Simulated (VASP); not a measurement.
# H2 in VASP: settings compared

Aim: see how the results for H2 move with the level of theory and the settings. Levels: PBEsol, RPBE. Tasks: single point, relaxation of the atoms.

All numbers are computed with VASP 6.6.1; they aren't measurements. Logs are shortened: lines on timing, memory, paths and dates and some standing lists are left out, and cuts for length are marked.

### Step 1. The molecule as given

The cell holds a molecule in a box, 2 atoms: a = 10.000 Å, b = 10.500 Å, c = 11.000 Å, α = 90.00°, β = 90.00°, γ = 90.00°.

### Step 2. Single point, PBEsol

Contents of INCAR:

```
  ALGO = Fast
  EDIFF = 1E-6
  ENCUT = 520
  GGA = PS
  ISIF = 2
  ISMEAR = 0
  LASPH = T
  LCHARG = F
  LREAL = F
  LWAVE = F
  NBANDS = 8
  NELM = 60
  PREC = Accurate
  SIGMA = 0.02
```

Contents of KPOINTS:

```
k-points
0
Gamma
  1 1 1
```

Contents of POSCAR:

```
H
1.0
   10.0000000000      0.0000000000      0.0000000000
    0.0000000000     10.5000000000      0.0000000000
    0.0000000000      0.0000000000     11.0000000000
H
2
Direct
    0.5000000000      0.5000000000      0.4663636400
    0.5000000000      0.5000000000      0.5336363600
```

Potentials or basis: VASP PAW PBE potentials, release 64 (H).

Started as:

```sh
$ cat potpaw_PBE.64/H/POTCAR > POTCAR
$ mpirun -np 1 vasp_std > vasp.out
```

OUTCAR:

```text
EDIFF = 1E-6
   ENCUT = 520
   GGA = PS
   ISIF = 2
   ISMEAR = 0
   LASPH = T
   LREAL = F
   NELM = 60
   PREC = Accurate

 ion  position               nearest neighbor table
   1  0.500  0.500  0.466-   2 0.74
   2  0.500  0.500  0.534-   1 0.74

  LATTYP: Found a simple orthorhombic cell.
 ALAT       =    10.0000000000
 B/A-ratio  =     1.0500000000
 C/A-ratio  =     1.1000000000

  Lattice vectors:

 A1 = (  10.0000000000,   0.0000000000,   0.0000000000)
 A2 = (   0.0000000000,  10.5000000000,   0.0000000000)
 A3 = (   0.0000000000,   0.0000000000,  11.0000000000)

Analysis of symmetry for initial positions (statically):
=====================================================================
 Subroutine PRICEL returns:
 Original cell was already a primitive cell.

 Routine SETGRP: Setting up the symmetry group for a
 simple orthorhombic supercell.

 Subroutine GETGRP returns: Found  8 space group operations
 (whereof  8 operations were pure point group operations)
 out of a pool of  8 trial point group operations.

The static configuration has the point symmetry D_2h.

Analysis of symmetry for dynamics (positions and initial velocities):
=====================================================================
 Subroutine PRICEL returns:
 Original cell was already a primitive cell.

 Routine SETGRP: Setting up the symmetry group for a
 simple orthorhombic supercell.

 Subroutine GETGRP returns: Found  8 space group operations
 (whereof  8 operations were pure point group operations)
 out of a pool of  8 trial point group operations.

The dynamic configuration has the point symmetry D_2h.

 Subroutine INISYM returns: Found  8 space group operations
 (whereof  8 operations are pure point group operations),
 and found     1 'primitive' translations

----------------------------------------------------------------------------------------

                                     Primitive cell

  volume of cell :    1155.0000

  direct lattice vectors                    reciprocal lattice vectors
    10.000000000  0.000000000  0.000000000     0.100000000  0.000000000  0.000000000
     0.000000000 10.500000000  0.000000000     0.000000000  0.095238095  0.000000000
     0.000000000  0.000000000 11.000000000     0.000000000  0.000000000  0.090909091

  length of vectors
    10.000000000 10.500000000 11.000000000     0.100000000  0.095238095  0.090909091

  position of ions in fractional coordinates (direct lattice)
     0.500000000  0.500000000  0.466363640
     0.500000000  0.500000000  0.533636360

  ion indices of the primitive-cell ions
   primitive index   ion index
                 1           1
                 2           2

----------------------------------------------------------------------------------------

 KPOINTS: k-points

Automatic generation of k-mesh.
 Grid dimensions read from file:
 generate k-points for:    1    1    1

 Generating k-lattice:

  Cartesian coordinates                     Fractional coordinates (reciprocal lattice)
     0.100000000  0.000000000  0.000000000     1.000000000  0.000000000  0.000000000
     0.000000000  0.095238095  0.000000000     0.000000000  1.000000000  0.000000000
     0.000000000  0.000000000  0.090909091     0.000000000  0.000000000  1.000000000

  Length of vectors
     0.100000000  0.095238095  0.090909091

  Shift w.r.t. Gamma in fractional coordinates (k-lattice)
     0.000000000  0.000000000  0.000000000

 Subroutine IBZKPT returns following result:
 ===========================================

 Found      1 irreducible k-points:

 Following reciprocal coordinates:
            Coordinates               Weight
  0.000000  0.000000  0.000000      1.000000
   k-points           NKPTS =      1   k-points in BZ     NKDIM =      1   number of bands    NBANDS=      8
   number of dos      NEDOS =    301   number of ions     NIONS =      2
   total plane-waves  NPLWV = 537600
   dimension x,y,z NGX =    80 NGY =   80 NGZ =   84
   dimension x,y,z NGXF=   160 NGYF=  160 NGZF=  168
   ions per type =               2
   NGX,Y,Z   is equivalent  to a cutoff of  13.30, 12.67, 12.70 a.u.
   NGXF,Y,Z  is equivalent  to a cutoff of  26.60, 25.33, 25.39 a.u.
 SYSTEM =  unknown system
   PREC   = accura    normal or accurate (medium, high low for compatibility)
   ISTART =      0    job   : 0-new  1-cont  2-samecut
   ICHARG =      2    charge: 1-file 2-atom 10-const
   ISPIN  =      1    spin polarized calculation?
   LNONCOLLINEAR =      F non collinear calculations
   LSORBIT =      F    spin-orbit coupling
   LASPH  =      T    aspherical Exc in radial PAW
   ENCUT  =  520.0 eV  38.22 Ry    6.18 a.u.  18.59 19.52 20.45*2*pi/ulx,y,z
   NELM   =     60;   NELMIN=  2; NELMDL= -5     # of ELM steps
   EDIFF  = 0.1E-05   stopping-criterion for ELM
   LREAL  =      F    real-space projection
   EDIFFG = 0.1E-04   stopping-criterion for IOM
   NSW    =      0    number of steps for IOM
   IBRION =     -1    ionic relax: 0-MD 1-quasi-New 2-CG
   NFREE  =      0    steps in history (QN), initial steepest desc. (CG)
   ISIF   =      2    stress and relaxation
   ISYM   =      2    0-nonsym 1-usesym 2-fastsym
   POTIM  = 0.5000    time-step for ionic-motion
   TEBEG  =    0.0;   TEEND  =   0.0 temperature during run
   PSTRESS=    0.0 pullay stress
   NELECT =       2.0000    total number of electrons
   NUPDOWN=      -1.0000    fix difference up-down
   EMIN   =  10.00;   EMAX   =-10.00  energy-range for DOS
   EFERMI =   0.00;   METHOD = LEGACY
   ISMEAR =     0;   SIGMA  =   0.02  broadening in eV -4-tet -1-fermi 0-gaus
   EFERMI_NEDOS =   21; number of points for ismear=-14 and -15
   IALGO  =     68    algorithm
   IMIX   =      4    mixing-type and parameters
     AMIX     =   0.40;   BMIX     =  1.00
     AMIX_MAG =   1.60;   BMIX_MAG =  1.00
  volume/ion in A,a.u.               =     577.50      3897.16
  Fermi-wavevector in a.u.,A,eV,Ry     =   0.196588  0.371498  0.525823  0.038647
  Thomas-Fermi vector in A             =   0.945437
   LORBIT       =      0    0 simple, 1 ext, 2 COOP (PROOUT), +10 PAW based schemes
   GGA     = PS    functional components
   LHFCALC =     F    Hartree Fock is set to
   AEXX    =    0.0000 exact exchange contribution
   IVDW    =     0    specifies the selected vdW correction
   LEPSILON=     F    determine dielectric tensor
   LRPA    =     F    only Hartree local field effects (RPA)
 non-spin polarized calculation
 RMM-DIIS sequential band-by-band and
 Gauss-broadening in eV      SIGMA  =   0.02
  energy-cutoff  :      520.00
  volume of cell :     1155.00
 maximum number of plane-waves:     31095
 NGX is ok and might be reduce to    80
   NGX = 37   NGY = 39   NGZ = 41

 number of electron       2.0000000 magnetization

 Free energy of the ion-electron system (eV)
  ---------------------------------------------------
  ext. energy  EPLUGINS =         0.00000000
  ---------------------------------------------------
  free energy    TOTEN  =        -6.50755873 eV

  energy without entropy =       -6.50755873  energy(sigma->0) =       -6.50755873

 E-fermi : -10.0955     XC(G=0):  -0.3240

 val. band max:      -10.2012522081   @ k =   0.0000   0.0000   0.0000
 cond. band min:      -0.1394593898   @ k =   0.0000   0.0000   0.0000
 fundamental gap:     10.0617928183
 Fermi energy:       -10.0954706083

 k-point     1 :       0.0000    0.0000    0.0000
  band No.  band energies     occupation
      1     -10.2013      2.00000
      2      -0.1395      0.00000
      3       0.4154      0.00000
      4       0.9252      0.00000
      5       1.0230      0.00000
      6       1.1329      0.00000
      7       1.2469      0.00000
      8       1.3913      0.00000

------------------------ aborting loop because EDIFF is reached ----------------------------------------

  FORCE on cell =-STRESS in cart. coord.  units (eV):
  Direction    XX          YY          ZZ          XY          YZ          ZX
  --------------------------------------------------------------------------------------
  -------------------------------------------------------------------------------------
  Total       -0.0260166     -0.0258250      0.4478274     -0.0000000      0.0000000      0.0000000
  in kB       -0.0360894     -0.0358235      0.6212111     -0.0000000      0.0000000      0.0000000
  external PRESSURE =       0.1830994 kB  Pullay stress =       0.0000000 kB

 VOLUME and BASIS-vectors are now :
 -----------------------------------------------------------------------------
  energy-cutoff  :      520.00
  volume of cell :     1155.00
      direct lattice vectors                 reciprocal lattice vectors
    10.000000000  0.000000000  0.000000000     0.100000000  0.000000000  0.000000000
     0.000000000 10.500000000  0.000000000     0.000000000  0.095238095  0.000000000
     0.000000000  0.000000000 11.000000000     0.000000000  0.000000000  0.090909091

 POSITION                                       TOTAL-FORCE (eV/Angst)
 -----------------------------------------------------------------------------------
      5.00000      5.25000      5.13000         0.000000      0.000000     -0.649534
      5.00000      5.25000      5.87000         0.000000     -0.000000      0.649534
 -----------------------------------------------------------------------------------
    total drift:                                0.000000      0.000000      0.000000

  FREE ENERGIE OF THE ION-ELECTRON SYSTEM (eV)
  ---------------------------------------------------
  free  energy   TOTEN  =        -6.5075587287 eV

  energy  without entropy=       -6.5075587287  energy(sigma->0) =       -6.50755873
```

It took 35 s on 1 thread of Intel Xeon 6975P-C (Granite Rapids), shared host; peak memory 0.84 GiB.

What came out:

* Free energy: -6.5076 eV
* Largest force: 0.650 eV/Å
* Gap between the frontier levels: 10.06 eV

Forces in eV/Å, atoms in the order of the input:
```
H    0.000  0.000 -0.650
H    0.000  0.000  0.650
```

Caveat: the PAW data sets were made with another functional, which shifts forces and pressure a little. PBEsol gaps usually lie below the measured ones, often by a third to a half.

### Step 3. Relaxation of the atoms, PBEsol

Contents of INCAR:

```
  ALGO = Fast
  EDIFF = 1E-7
  EDIFFG = -0.005
  ENCUT = 500
  GGA = PS
  IBRION = 2
  ISIF = 2
  ISMEAR = 0
  ISYM = 0
  LASPH = T
  LCHARG = F
  LREAL = F
  LWAVE = F
  NELM = 60
  NSW = 90
  PREC = Accurate
  SIGMA = 0.02
```

KPOINTS is that of step 2.

POSCAR is that of step 2.

Potentials or basis: VASP PAW PBE potentials, release 64 (H).

Started as:

```sh
$ cat potpaw_PBE.64/H/POTCAR > POTCAR
$ mpirun -np 1 vasp_std > vasp.out
```

Run time: 77 s. Hardware: 1 thread of Intel Xeon 6975P-C (Granite Rapids), shared host; peak memory 0.94 GiB.

Results (log left out):

| Quantity | Value |
| --- | --- |
| Free energy | -6.5126 eV |
| Energy gained by relaxing | 3.0 meV/atom |
| Ionic steps | 3 |
| Gap between the frontier levels | 9.98 eV |

Forces on the atoms (eV/Å):
```
H    0.000  0.000  0.002
H    0.000  0.000 -0.002
```

Step by step:
| step | energy change (eV) | largest force (eV/Å) | pressure (GPa) |
| --- | --- | --- | --- |
| 1 | 0.0000 | 0.6521 | 0.02 |
| 2 | 0.0240 | 1.2873 | -0.05 |
| 3 | -0.0059 | 0.0024 | -0.01 |

Final structure:
```
CELL_PARAMETERS angstrom
10.00000 0.00000 0.00000
0.00000 10.50000 0.00000
0.00000 0.00000 11.00000
ATOMIC_POSITIONS crystal
H 0.50000 0.50000 0.46552
H 0.50000 0.50000 0.53448
```

Levels at points of the mesh, in eV from the valence-band top:
```
           k point  band 1  band 2  band 3  band 4
(0.00, 0.00, 0.00)    0.00    9.98   10.48   11.03
```

Caveat: the PAW data sets were made with another functional, which shifts forces and pressure a little. PBEsol gaps usually lie below the measured ones, often by a third to a half.

### Step 4. Relaxation of the atoms, PBEsol

INCAR: that of step 3 with these lines changed.

```diff
@@ -3,3 +3,3 @@
   EDIFFG = -0.005
-  ENCUT = 500
+  ENCUT = 400
   GGA = PS
```

KPOINTS is that of step 3.

POSCAR is that of step 3.

Potentials or basis: VASP PAW PBE potentials, release 64 (H_s).

Started as:

```sh
$ cat potpaw_PBE.64/H_s/POTCAR > POTCAR
$ mpirun -np 1 vasp_std > vasp.out
```

It took 52 s on 1 thread of Intel Xeon 6975P-C (Granite Rapids), shared host; peak memory 0.69 GiB.

It converged, with:

| Quantity | Value |
| --- | --- |
| Free energy | -6.5824 eV |
| Energy gained by relaxing | 4.0 meV/atom |
| Ionic steps | 3 |
| Largest force after relaxing | 0.005 eV/Å |
| Gap between the frontier levels | 9.96 eV |

Forces on the atoms (eV/Å):
```
H    0.000  0.000  0.005
H    0.000  0.000 -0.005
```

The path:
| step | energy change (eV) | largest force (eV/Å) | pressure (GPa) |
| --- | --- | --- | --- |
| 1 | 0.0000 | 0.7786 | 0.02 |
| 2 | 0.0372 | 1.5703 | -0.06 |
| 3 | -0.0079 | 0.0047 | 0.00 |

Final structure:
```xyz
2
Lattice="10.0000 0.0000 0.0000 0.0000 10.5000 0.0000 0.0000 0.0000 11.0000" Properties=species:S:1:pos:R:3 pbc="T T T"
H     5.0000    5.2500    5.1195
H     5.0000    5.2500    5.8805
```

Levels at points of the mesh, in eV from the valence-band top:
| k point | band 1 | band 2 | band 3 | band 4 |
| --- | --- | --- | --- | --- |
| (0.00, 0.00, 0.00) | 0.00 | 9.96 | 10.46 | 11.01 |

Caveat: the PAW data sets were made with another functional, which shifts forces and pressure a little. As with any semilocal functional, this PBEsol gap is likely too small.

### Step 5. Relaxation of the atoms, RPBE

INCAR: that of step 4 with these lines changed.

```diff
@@ -3,4 +3,4 @@
   EDIFFG = -0.005
-  ENCUT = 400
-  GGA = PS
+  ENCUT = 520
+  GGA = RP
   IBRION = 2
```

KPOINTS is that of step 4.

POSCAR is that of step 4.

Potentials or basis: VASP PAW PBE potentials, release 64 (H).

Started as:

```sh
$ cat potpaw_PBE.64/H/POTCAR > POTCAR
$ mpirun -np 1 vasp_std > vasp.out
```

Run time: 97 s. Hardware: 1 thread of Intel Xeon 6975P-C (Granite Rapids), shared host; peak memory 0.96 GiB.

The run converged. Its results:

```
Free energy                     : -6.9904 eV
Energy gained by relaxing       : 0.4 meV/atom
Ionic steps                     : 3
Gap between the frontier levels : 10.21 eV
```

The path:
| step | energy change (eV) | largest force (eV/Å) | pressure (GPa) |
| --- | --- | --- | --- |
| 1 | 0.0000 | 0.2342 | 0.00 |
| 2 | 0.0036 | 0.5326 | -0.02 |
| 3 | -0.0008 | 0.0001 | 0.00 |

Final structure:
```yaml
crystal:
  lattice:
    - [10.00000, 0.00000, 0.00000]
    - [0.00000, 10.50000, 0.00000]
    - [0.00000, 0.00000, 11.00000]
  atoms:
    - { symbol: H, position: [0.50000, 0.50000, 0.46607] }
    - { symbol: H, position: [0.50000, 0.50000, 0.53393] }
```

Levels at points of the mesh, in eV from the valence-band top:
```
           k point  band 1  band 2  band 3  band 4  band 5
(0.00, 0.00, 0.00)    0.00   10.21   10.63   11.21   11.30
```

Caveat: the PAW data sets were made with another functional, which shifts forces and pressure a little.

### Step 6. Relaxation of the atoms, PBEsol

Contents of INCAR:

```
PREC     = Accurate       # precision mode
ENCUT    = 520            # plane-wave cutoff, eV
EDIFF    = 1E-7           # SCF threshold, eV
ISMEAR   = 0              # smearing method
SIGMA    = 0.02           # smearing width, eV
LREAL    = False          # projectors in reciprocal space
LASPH    = True           # aspherical terms in the spheres
NELM     = 100            # most SCF steps
ALGO     = Normal         # electronic algorithm
ISIF     = 2              # what is computed and relaxed
LWAVE    = False          # write WAVECAR
LCHARG   = False          # write CHGCAR
GGA      = PS             # functional
IBRION   = 2              # ionic algorithm
NSW      = 90             # ionic steps
EDIFFG   = -0.005         # ionic threshold
ISYM     = 0
```

Contents of KPOINTS:

```
Automatic mesh
0
Gamma
  1 1 1
```

POSCAR is that of step 5.

Potentials or basis: VASP PAW PBE potentials, release 64 (H).

Started as:

```sh
$ cat potpaw_PBE.64/H/POTCAR > POTCAR
$ mpirun -np 1 vasp_std > vasp.out
```

Run time: 2.4 min. Hardware: 1 thread of Intel Xeon Platinum 8488C (Sapphire Rapids), shared host; peak memory 0.82 GiB.

Results (log left out):

* Free energy: -6.5134 eV
* Energy gained by relaxing: 2.9 meV/atom
* Ionic steps: 3
* Gap between the frontier levels: 9.98 eV

Forces on the atoms (eV/Å):
```
H    0.000  0.000  0.002
H    0.000  0.000 -0.002
```

Step by step:
```csv
step,energy change (eV),largest force (eV/Å),pressure (GPa)
1,0.0000,0.6495,0.02
2,0.0239,1.2846,-0.05
3,-0.0059,0.0023,0.00
```

Final structure:
```xyz
2
Lattice="10.0000 0.0000 0.0000 0.0000 10.5000 0.0000 0.0000 0.0000 11.0000" Properties=species:S:1:pos:R:3 pbc="T T T"
H     5.0000    5.2500    5.1208
H     5.0000    5.2500    5.8792
```

Levels at points of the mesh, in eV from the valence-band top:
```csv
k point,band 1,band 2,band 3,band 4,band 5
"(0.00, 0.00, 0.00)",0.00,9.98,10.48,11.03,11.13
```

Caveat: the PAW data sets were made with another functional, which shifts forces and pressure a little.

### Step 7. Summary

| task | level | potentials or basis | cell | cutoff (eV) | gap on the mesh (eV) |
| --- | --- | --- | --- | --- | --- |
| single point | PBEsol | VASP PAW PBE potentials, release 64 (H) | as given | 520 | 10.06 |
| relaxation of the atoms | PBEsol | VASP PAW PBE potentials, release 64 (H) | atoms relaxed | 500 | 9.98 |
| relaxation of the atoms | PBEsol | VASP PAW PBE potentials, release 64 (H_s) | atoms relaxed | 400 | 9.96 |
| relaxation of the atoms | RPBE | VASP PAW PBE potentials, release 64 (H) | atoms relaxed | 520 | 10.21 |
| relaxation of the atoms | PBEsol | VASP PAW PBE potentials, release 64 (H) | atoms relaxed | 520 | 9.98 |

Alike in all rows: no spin polarisation; k mesh 1 × 1 × 1; smearing gaussian 0.02 eV.

Caveats: the PAW data sets were made with another functional, which shifts forces and pressure a little.

Absolute energies hang on the potentials; compare differences alone.
